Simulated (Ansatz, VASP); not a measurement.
## Ag in VASP and in Ansatz

```xyz
1
Lattice="0.0000 2.0840 2.0431 2.0840 0.0000 2.0431 2.0840 2.0840 0.0000" Properties=species:S:1:pos:R:3 pbc="T T T"
Ag    0.0000    0.0000    0.0000
```

Change from the starting cell: equal xx and yy strain of +2 %, crystal datasets.

Alike in both runs: task electric field gradients; functional LDA; k mesh 15 × 15 × 15; occupations fermi-dirac, width 0.05 eV; no spin polarisation.

|  | VASP | Ansatz |
| --- | --- | --- |
| version | VASP 6.6.1 | Ansatz 0.2.0 |
| potentials or method | VASP PAW LDA potentials, release 64 (Ag), cutoff 520 eV | all-electron PAW with datasets made for the crystal, scalar-relativistic |

|  | VASP | Ansatz | Ansatz less VASP |
| --- | --- | --- | --- |
| pressure (GPa) | -10.6 | -10.7 | -0.16 |
| Vzz of the field gradient on the site that differs most (V/Å²) | 1.5 | 2.2 | +0.72 |

Ansatz ran all-electron here, so the differences hold the error of VASP's frozen core and of both bases. Ansatz warned: «gradients_without_spin_orbit».
